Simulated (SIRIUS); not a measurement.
MoS2: band structure with PBE

**The experiment to reproduce.**

From “Multiwavelength excitation Raman Scattering Analysis of bulk and 2 dimensional MoS2: Vibrational properties of atomically thin MoS2 layers”, 2015, arxiv:1506.03228, for a bulk crystal of MoS2 at 300 K: band gap 1.3 eV (indirect).

Crystal: MoS2.

```
Mo S
1.0
     3.16900    0.00000    0.00000
    -1.58450    2.74443    0.00000
     0.00000    0.00000   12.32400
Mo S
2 4
Direct
  0.66667 0.33333 0.75000
  0.33333 0.66667 0.25000
  0.66667 0.33333 0.37700
  0.33333 0.66667 0.87700
  0.66667 0.33333 0.12300
  0.33333 0.66667 0.62300
```

```yaml
Program: SIRIUS 7.12.0
Task: band structure
Functional: PBE
Potentials_or_basis: all-electron FP-LAPW (no relativity for the valence, core without relativity)
Cutoff: 190 eV
Basis: apw+lo standard
k_mesh: 10 × 10 × 3
Occupations: fermi-dirac, width 0.05 eV
Spin: no spin polarisation
Muffin_tin_radii: Mo 2.35, S 2.12 bohr
Basis_cutoff_gk_cutoff: 3.74 1/bohr
Cutoff_of_density_and_potential_pw_cutoff: 20 1/bohr
lmax_of_the_basis: 10
lmax_of_density_and_potential: 8
Valence_relativity: none
Core_states: Mo 1s2s2p3s3p3d, S 1s
Local_orbitals_radial_functions: Mo 13, S 12
Reference_energy_of_the_basis: 0.27 Ha
Smallest_sphere_radius_times_basis_cutoff: 7.93
Core_relativity: none
Start_of_the_SCF: LDA density
```

* Largest force: 0.066 eV/Å
* Band gap on the k mesh: 0.90 eV, indirect (least direct gap 1.86 eV)
* Band gap along the path: 0.85 eV, indirect (least direct gap 1.67 eV)
* All electrons inside the program's atomic spheres: Mo 39.84; S 14.32 (radii Mo 2.35, S 2.12 bohr)

Forces on the atoms (eV/Å):
```
Mo   0.000  0.000  0.000
Mo   0.000  0.000  0.000
S    0.000  0.000  0.066
S    0.000  0.000  0.066
S    0.000  0.000 -0.066
S    0.000  0.000 -0.066
```

Levels at the corners of the path, in eV from the valence-band top:
| point | band 38 | band 39 | band 40 | band 41 | band 42 | band 43 | band 44 | band 45 | band 46 | band 47 |
| --- | --- | --- | --- | --- | --- | --- | --- | --- | --- | --- |
| Γ | -2.15 | -2.15 | -1.17 | -1.11 | 0.00 | 2.07 | 2.07 | 2.10 | 2.10 | 2.26 |
| M | -2.42 | -1.66 | -1.46 | -1.31 | -1.22 | 1.49 | 1.54 | 1.90 | 2.18 | 2.82 |
| K | -3.70 | -2.66 | -2.66 | -0.80 | -0.65 | 1.02 | 1.02 | 1.79 | 2.77 | 2.77 |
| Γ | -2.15 | -2.15 | -1.17 | -1.11 | 0.00 | 2.07 | 2.07 | 2.10 | 2.10 | 2.26 |
| A | -2.17 | -2.17 | -2.17 | -0.26 | -0.26 | 2.08 | 2.08 | 2.08 | 2.08 | 2.35 |
| L | -2.57 | -1.56 | -1.56 | -1.26 | -1.26 | 1.51 | 1.51 | 2.05 | 2.05 | 3.19 |
| H | -3.33 | -2.85 | -2.85 | -0.73 | -0.73 | 1.03 | 1.03 | 2.25 | 2.25 | 2.81 |
| A | -2.17 | -2.17 | -2.17 | -0.26 | -0.26 | 2.08 | 2.08 | 2.08 | 2.08 | 2.35 |

Run time: 8.3 min on 1 thread of Arm Neoverse V2, on a shared host, peak memory 0.99 GiB.

Against the measured gap of MoS2, 1.3 eV (indirect; 300 K; “Multiwavelength excitation Raman Scattering Analysis of bulk and 2 dimensional MoS2: Vibrational properties of atomically thin MoS2 layers”, 2015, arxiv:1506.03228), the calculated 0.85 eV is off by -0.45 eV. Spin-orbit coupling on Mo is left out. The value is that of PBE, without temperature or zero-point motion. Semilocal functionals fall short of measured gaps as a rule.

Caveat: relativity is left out for the valence states, which matters for the heavier elements; relativity is left out for the core states.
